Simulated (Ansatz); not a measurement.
# Si12O23: the cost of one run

All numbers below are computed with Ansatz 0.2.0 (DFT PBE, plane waves, PAW, scalar-relativistic, collinear spin).

The COD cell was measured well above room temperature, so it is larger than a cold one.

**1. The starting structure**

The cell holds 35 atoms (O23Si12): a = 7.399 Å, b = 7.399 Å, c = 9.993 Å, α = 70.27°, β = 70.27°, γ = 71.58°.

The coordinates stand in the first input below.

**2. End point A**

The input, input.yaml:

```yaml
crystal:
  lattice:
    - [-2.49825, 4.327096, 5.457]
    - [4.9965, 0.0, 5.457]
    - [4.9965, 8.654192, 0.0]
  atoms:
    - { symbol: Si, position: [0.750598, 0.2465466, 0.1293537] }
    - { symbol: Si, position: [0.1647881, 0.1712093, 0.164177] }
    - { symbol: Si, position: [0.5753333, 0.087465, 0.9621731] }
    - { symbol: O, position: [0.9784561, 0.1903223, 0.1108424] }
    - { symbol: O, position: [0.351179, 0.1514536, 0.0310143] }
    - { symbol: O, position: [0.1218476, 0.7094825, 0.0466409] }
    - { symbol: O, position: [0.185708, 0.9810709, 0.2960713] }
    - { symbol: O, position: [0.1472619, 0.3542042, 0.220808] }
    - { symbol: O, position: [0.702963, 0.13227, 0.0410689] }
    - { symbol: Si, position: [0.7471772, 0.2532177, 0.6254126] }
    - { symbol: Si, position: [0.1642325, 0.1637, 0.6698624] }
    - { symbol: Si, position: [0.5833606, 0.0807225, 0.4597124] }
    - { symbol: O, position: [0.9890432, 0.1890965, 0.6100916] }
    - { symbol: O, position: [0.354908, 0.1449394, 0.5294587] }
    - { symbol: O, position: [0.1851725, 0.9818252, 0.8062821] }
    - { symbol: O, position: [0.1489863, 0.3562202, 0.717544] }
    - { symbol: O, position: [0.7101881, 0.1268282, 0.5419653] }
    - { symbol: Si, position: [0.2513465, 0.7477254, 0.3767499] }
    - { symbol: Si, position: [0.6686278, 0.6680715, 0.4208467] }
    - { symbol: Si, position: [0.0795571, 0.5857712, 0.2117666] }
    - { symbol: O, position: [0.4799489, 0.6880976, 0.3613824] }
    - { symbol: O, position: [0.8549086, 0.6508353, 0.2823186] }
    - { symbol: O, position: [0.6206834, 0.205557, 0.2913321] }
    - { symbol: O, position: [0.6847002, 0.4770728, 0.5566932] }
    - { symbol: O, position: [0.6420827, 0.8556949, 0.4658274] }
    - { symbol: O, position: [0.215959, 0.6256635, 0.2910505] }
    - { symbol: Si, position: [0.2524577, 0.7501224, 0.872205] }
    - { symbol: Si, position: [0.6683896, 0.6755299, 0.9146903] }
    - { symbol: Si, position: [0.0824685, 0.5883925, 0.7097125] }
    - { symbol: O, position: [0.4784794, 0.6920762, 0.8646996] }
    - { symbol: O, position: [0.8507259, 0.6421617, 0.7819333], spin: 1.0 }
    - { symbol: O, position: [0.6242358, 0.2045081, 0.7994782] }
    - { symbol: O, position: [0.6939478, 0.4727032, 0.0572888] }
    - { symbol: O, position: [0.6497782, 0.8460024, 0.9670879] }
    - { symbol: O, position: [0.2056284, 0.627327, 0.786016] }
magnetization:
  spin_polarized: true
total_charge: 1
basis:
  ecutwfc: 420.0
kpoints:
  mp_grid: { grid: [2, 2, 2] }
hamiltonian:
  xc: pbe
  pseudopotentials: { kind: paw, azcp: { folder: soft_1 } }
scf:
  occupations: { method: fermi_dirac, width: 0.05 }
  lower_state_search: "off"
relax:
  f_tol: 0.03
  max_steps: 60
  adjacent_minimum: "off"
output:
  write_density: true
  write_potential: true
  elf: true
  volumetric_format: npy
```

Run with:

```
> ansatz run input.yaml --threads 4 --pin off --max-ram 10240MiB --backend cpu --events-out ev --progress --plain --runs-dir out
```

What time and memory should one allow on 4 threads of Arm Neoverse V1, shared host?

About 6.9 min, with a peak of 1.9 GiB.
